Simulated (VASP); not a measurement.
# InAs (F-43m) in VASP: notebook

The runs below take InAs through single point, relaxation of cell and atoms, with PBE+D3(BJ).

All numbers are computed with VASP 6.6.1; they aren't measurements. Logs are shortened: lines on timing, memory, paths and dates and some standing lists are left out, and cuts for length are marked.

**The experiment to reproduce.**

A printed reference work, data compilation reports, for a bulk crystal of InAs at 4.2 K: band gap 0.418 eV (direct).

The results are compared with them further down.

## Step 1: The cell of the first run

Symmetry: F-43m, No. 216, cubic system. The conventional cell has a = 6.048 Å, b = 6.048 Å, c = 6.048 Å, α = 90.00°, β = 90.00°, γ = 90.00°. In (site symmetry -43m) has 4 As at 2.62 Å within 3.5 Å. Within 3.5 Å of As (site symmetry -43m) lie 4 In at 2.62 Å.

## Step 2: Single point, PBE+D3(BJ)

The input, INCAR:

```
PREC     = Accurate       # precision mode
ENCUT    = 520            # plane-wave cutoff, eV
EDIFF    = 1E-6           # SCF threshold, eV
ISMEAR   = 0              # smearing method
SIGMA    = 0.1            # smearing width, eV
LREAL    = F              # projectors in reciprocal space
LASPH    = T              # aspherical terms in the spheres
NELM     = 80             # most SCF steps
ALGO     = Normal         # electronic algorithm
ISIF     = 2              # what is computed and relaxed
LWAVE    = F              # write WAVECAR
LCHARG   = F              # write CHGCAR
GGA      = PE             # functional
IVDW     = 12             # dispersion correction
NBANDS   = 16             # bands
```

The input, KPOINTS:

```
regular mesh
0
Gamma
  6 6 6
```

The input, POSCAR:

```
InAs
1.0
    0.0000000000      3.0240000000      3.0240000000
    3.0240000000      0.0000000000      3.0240000000
    3.0240000000      3.0240000000      0.0000000000
In As
1 1
Direct
    0.0000000000      0.0000000000      0.0000000000
    0.7500000000      0.7500000000      0.7500000000
```

Potentials or basis: VASP PAW PBE potentials, release 64 (In_d, As).

Command:

```sh
$ cat potpaw_PBE.64/In_d/POTCAR potpaw_PBE.64/As/POTCAR > POTCAR
$ mpirun -np 1 vasp_std > vasp.out
```

OUTCAR:

```text
PREC = Accurate
   ENCUT = 520
   EDIFF = 1E-6
   ISMEAR = 0
   LREAL = F
   LASPH = T
   NELM = 80
   ISIF = 2
   GGA = PE
   IVDW = 12
 IVDW          = 12

 ion  position               nearest neighbor table
   1  0.000  0.000  0.000-   2 2.62   2 2.62   2 2.62   2 2.62
   2  0.750  0.750  0.750-   1 2.62   1 2.62   1 2.62   1 2.62

  LATTYP: Found a face centered cubic cell.
 ALAT       =     6.0480000000

  Lattice vectors:

 A1 = (   0.0000000000,   3.0240000000,   3.0240000000)
 A2 = (   3.0240000000,   0.0000000000,   3.0240000000)
 A3 = (   3.0240000000,   3.0240000000,   0.0000000000)

Analysis of symmetry for initial positions (statically):
=====================================================================
 Subroutine PRICEL returns:
 Original cell was already a primitive cell.

 Routine SETGRP: Setting up the symmetry group for a
 face centered cubic supercell.

 Subroutine GETGRP returns: Found 24 space group operations
 (whereof 24 operations were pure point group operations)
 out of a pool of 48 trial point group operations.

The static configuration has the point symmetry T_d .

Analysis of symmetry for dynamics (positions and initial velocities):
=====================================================================
 Subroutine PRICEL returns:
 Original cell was already a primitive cell.

 Routine SETGRP: Setting up the symmetry group for a
 face centered cubic supercell.

 Subroutine GETGRP returns: Found 24 space group operations
 (whereof 24 operations were pure point group operations)
 out of a pool of 48 trial point group operations.

The dynamic configuration has the point symmetry T_d .

 Subroutine INISYM returns: Found 24 space group operations
 (whereof 24 operations are pure point group operations),
 and found     1 'primitive' translations

----------------------------------------------------------------------------------------

                                     Primitive cell

  volume of cell :      55.3064

  direct lattice vectors                    reciprocal lattice vectors
     0.000000000  3.024000000  3.024000000    -0.165343915  0.165343915  0.165343915
     3.024000000  0.000000000  3.024000000     0.165343915 -0.165343915  0.165343915
     3.024000000  3.024000000  0.000000000     0.165343915  0.165343915 -0.165343915

  length of vectors
     4.276581813  4.276581813  4.276581813     0.286384062  0.286384062  0.286384062

  position of ions in fractional coordinates (direct lattice)
     0.000000000  0.000000000  0.000000000
     0.750000000  0.750000000  0.750000000

  ion indices of the primitive-cell ions
   primitive index   ion index
                 1           1
                 2           2

----------------------------------------------------------------------------------------

 KPOINTS: regular mesh

Automatic generation of k-mesh.
 Grid dimensions read from file:
 generate k-points for:    6    6    6

 Generating k-lattice:

  Cartesian coordinates                     Fractional coordinates (reciprocal lattice)
    -0.027557319  0.027557319  0.027557319     0.166666667  0.000000000  0.000000000
     0.027557319 -0.027557319  0.027557319     0.000000000  0.166666667  0.000000000
     0.027557319  0.027557319 -0.027557319     0.000000000  0.000000000  0.166666667

  Length of vectors
     0.047730677  0.047730677  0.047730677

  Shift w.r.t. Gamma in fractional coordinates (k-lattice)
     0.000000000  0.000000000  0.000000000

 Subroutine IBZKPT returns following result:
 ===========================================

 Found     16 irreducible k-points:

 Following reciprocal coordinates:
            Coordinates               Weight
  0.000000  0.000000  0.000000      1.000000
  0.166667  0.000000  0.000000      8.000000
  0.333333  0.000000  0.000000      8.000000
  0.500000  0.000000  0.000000      4.000000
  0.166667  0.166667  0.000000      6.000000
  0.333333  0.166667  0.000000     24.000000
[... 8 lines left out ...]
 -0.333333  0.333333  0.166667     24.000000
 -0.333333  0.500000  0.166667     12.000000
   k-points           NKPTS =     16   k-points in BZ     NKDIM =     16   number of bands    NBANDS=     16
   number of dos      NEDOS =    301   number of ions     NIONS =      2
   total plane-waves  NPLWV =  32768
   dimension x,y,z NGX =    32 NGY =   32 NGZ =   32
   dimension x,y,z NGXF=    64 NGYF=   64 NGZF=   64
   ions per type =               1   1
   NGX,Y,Z   is equivalent  to a cutoff of  12.44, 12.44, 12.44 a.u.
   NGXF,Y,Z  is equivalent  to a cutoff of  24.88, 24.88, 24.88 a.u.
 SYSTEM =  unknown system
   PREC   = accura    normal or accurate (medium, high low for compatibility)
   ISTART =      0    job   : 0-new  1-cont  2-samecut
   ICHARG =      2    charge: 1-file 2-atom 10-const
   ISPIN  =      1    spin polarized calculation?
   LNONCOLLINEAR =      F non collinear calculations
   LSORBIT =      F    spin-orbit coupling
   LASPH  =      T    aspherical Exc in radial PAW
   ENCUT  =  520.0 eV  38.22 Ry    6.18 a.u.   7.95  7.95  7.95*2*pi/ulx,y,z
   NELM   =     80;   NELMIN=  2; NELMDL= -5     # of ELM steps
   EDIFF  = 0.1E-05   stopping-criterion for ELM
   LREAL  =      F    real-space projection
   EDIFFG = 0.1E-04   stopping-criterion for IOM
   NSW    =      0    number of steps for IOM
   IBRION =     -1    ionic relax: 0-MD 1-quasi-New 2-CG
   NFREE  =      0    steps in history (QN), initial steepest desc. (CG)
   ISIF   =      2    stress and relaxation
   ISYM   =      2    0-nonsym 1-usesym 2-fastsym
   POTIM  = 0.5000    time-step for ionic-motion
   TEBEG  =    0.0;   TEEND  =   0.0 temperature during run
   PSTRESS=    0.0 pullay stress
   NELECT =      18.0000    total number of electrons
   NUPDOWN=      -1.0000    fix difference up-down
   EMIN   =  10.00;   EMAX   =-10.00  energy-range for DOS
   EFERMI =   0.00;   METHOD = LEGACY
   ISMEAR =     0;   SIGMA  =   0.10  broadening in eV -4-tet -1-fermi 0-gaus
   EFERMI_NEDOS =   21; number of points for ismear=-14 and -15
   IALGO  =     38    algorithm
   IMIX   =      4    mixing-type and parameters
     AMIX     =   0.40;   BMIX     =  1.00
     AMIX_MAG =   1.60;   BMIX_MAG =  1.00
  volume/ion in A,a.u.               =      27.65       186.61
  Fermi-wavevector in a.u.,A,eV,Ry     =   1.126092  2.128005 17.253320  1.268083
  Thomas-Fermi vector in A             =   2.262772
   LORBIT       =      0    0 simple, 1 ext, 2 COOP (PROOUT), +10 PAW based schemes
   GGA     = PE    functional components
   LHFCALC =     F    Hartree Fock is set to
   AEXX    =    0.0000 exact exchange contribution
   IVDW    =    12    specifies the selected vdW correction
   LEPSILON=     F    determine dielectric tensor
   LRPA    =     F    only Hartree local field effects (RPA)
 non-spin polarized calculation
 Gauss-broadening in eV      SIGMA  =   0.10
  energy-cutoff  :      520.00
  volume of cell :       55.31
 maximum number of plane-waves:      1524
   NGX = 15   NGY = 15   NGZ = 15

 number of electron      17.9999990 magnetization

 Free energy of the ion-electron system (eV)
  ---------------------------------------------------
  ext. energy  EPLUGINS =         0.00000000
  ---------------------------------------------------
  free energy    TOTEN  =        -7.65499925 eV

  energy without entropy =       -7.65428392  energy(sigma->0) =       -7.65464159

 E-fermi :   4.5395     XC(G=0):  -9.0881

 val. band max:        4.5090482111   @ k =   0.0000   0.0000   0.0000
 cond. band min:       5.4619338103   @ k =   0.5000   0.0000   0.0000
 fundamental gap:      0.9528855992
 Fermi energy:         4.5395415317

 k-point     1 :       0.0000    0.0000    0.0000
  band No.  band energies     occupation
      1      -9.8881      2.00000
      2      -9.8881      2.00000
      3      -9.8881      2.00000
      4      -9.7628      2.00000
      5      -9.7628      2.00000
      6      -7.3489      2.00000
[... 8 lines left out ...]
     15      14.1852      0.00000
     16      14.1852      0.00000

 k-point     2 :       0.1667    0.0000    0.0000
  band No.  band energies     occupation
      1      -9.9216      2.00000
      2      -9.8783      2.00000
      3      -9.8783      2.00000
      4      -9.7628      2.00000
      5      -9.7628      2.00000
      6      -7.0669      2.00000
[... 8 lines left out ...]
     15      13.1030      0.00000
     16      13.1030      0.00000

 k-point     3 :       0.3333    0.0000    0.0000
  band No.  band energies     occupation
      1      -9.9825      2.00000
      2      -9.8624      2.00000
      3      -9.8624      2.00000
      4      -9.7589      2.00000
      5      -9.7589      2.00000
      6      -6.3651      2.00000
[... 8 lines left out ...]
     15      13.5827      0.00000
     16      13.5827      0.00000

 k-point     4 :       0.5000    0.0000    0.0000
  band No.  band energies     occupation
      1     -10.0106      2.00000
      2      -9.8566      2.00000
      3      -9.8566      2.00000
      4      -9.7547      2.00000
      5      -9.7547      2.00000
      6      -5.8799      2.00000
[... 8 lines left out ...]
     15      15.2568      0.00000
     16      15.2568      0.00000
[... 172 lines left out ...]
 k-point    14 :       0.5000    0.3333    0.1667
  band No.  band energies     occupation
      1     -10.0238      2.00000
      2      -9.8439      2.00000
      3      -9.8317      2.00000
      4      -9.7778      2.00000
      5      -9.7514      2.00000
      6      -5.8331      2.00000
[... 8 lines left out ...]
     15      15.1261      0.00000
     16      16.4808      0.00000

 k-point    15 :      -0.3333    0.3333    0.1667
  band No.  band energies     occupation
      1     -10.0361      2.00000
      2      -9.8434      2.00000
      3      -9.8234      2.00000
      4      -9.7737      2.00000
      5      -9.7552      2.00000
      6      -5.4602      2.00000
[... 8 lines left out ...]
     15      15.3569      0.00000
     16      16.2791      0.00000

 k-point    16 :      -0.3333    0.5000    0.1667
  band No.  band energies     occupation
      1     -10.0524      2.00000
      2      -9.8300      2.00000
      3      -9.8129      2.00000
      4      -9.7846      2.00000
      5      -9.7493      2.00000
      6      -5.2996      2.00000
[... 8 lines left out ...]
     15      16.1419      0.00000
     16      16.3587      0.00000

------------------------ aborting loop because EDIFF is reached ----------------------------------------

 Edisp (eV)   -0.64593

 E8    (eV) :    -0.2995

  FORCE on cell =-STRESS in cart. coord.  units (eV):
  Direction    XX          YY          ZZ          XY          YZ          ZX
  --------------------------------------------------------------------------------------
  -------------------------------------------------------------------------------------
  Total       0.67387     0.67387     0.67387    -0.00000     0.00000    -0.00000
  in kB      19.52141    19.52141    19.52141    -0.00000     0.00000    -0.00000
  external pressure =       19.52 kB  Pullay stress =        0.00 kB

 VOLUME and BASIS-vectors are now :
 -----------------------------------------------------------------------------
  energy-cutoff  :      520.00
  volume of cell :       55.31
      direct lattice vectors                 reciprocal lattice vectors
     0.000000000  3.024000000  3.024000000    -0.165343915  0.165343915  0.165343915
     3.024000000  0.000000000  3.024000000     0.165343915 -0.165343915  0.165343915
     3.024000000  3.024000000  0.000000000     0.165343915  0.165343915 -0.165343915

 POSITION                                       TOTAL-FORCE (eV/Angst)
 -----------------------------------------------------------------------------------
      0.00000      0.00000      0.00000        -0.000000     -0.000000     -0.000000
      4.53600      4.53600      4.53600         0.000000      0.000000      0.000000
 -----------------------------------------------------------------------------------
    total drift:                                0.000000      0.000000      0.000000

  FREE ENERGIE OF THE ION-ELECTRON SYSTEM (eV)
  ---------------------------------------------------
  free  energy   TOTEN  =        -8.3009315149 eV

  energy  without entropy=       -8.3002161891  energy(sigma->0) =       -8.30057385
```

It took 13 s on 1 thread of Intel Xeon Platinum 8259CL at 2.50GHz (Skylake/Cascade Lake), shared host; peak memory 0.18 GiB.

Results:

```
Free energy                : -8.3009 eV
Pressure                   : 2.0 GPa
Band gap on the k mesh     : zero (filled and empty bands touch)
Dispersion energy per atom : -0.323 eV
```

Caveat: spin-orbit coupling is left out, which moves the levels of the heavy elements; pairwise dispersion overbinds metals, which lowers pressure and volume.

[end of part 1 of 2]
